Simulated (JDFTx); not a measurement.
The system is MoP.

```
Mo P
1.0
     3.22300    0.00000    0.00000
    -1.61150    2.79120    0.00000
     0.00000    0.00000    3.19100
Mo P
1 1
Direct
  0.00000 0.00000 0.00000
  0.33333 0.66667 0.50000
```

Base run:

- Program: JDFTx 1.7.0 (patched build)
- Functional: revPBE
- Potentials or basis: PseudoDojo-SR-PBE-0.5-standard with smoothed tails
- Cutoff: 1088 eV
- Density cutoff: 8708 eV
- k mesh: 10 × 10 × 8
- Occupations: fermi-dirac, width 0.05 eV
- Spin: no spin polarisation

Its results: band gap on the k mesh none (metal or under the smearing width); pressure 4.3 GPa.

The run is repeated on the same cell with these changes: functional from revPBE to RPBE. What comes out?

Band gap on the k mesh none (metal or under the smearing width); pressure 4.9 GPa.

Caveats: the potentials were made for another functional, which shifts forces and pressure; the empty levels aren't tightly converged (some runs).
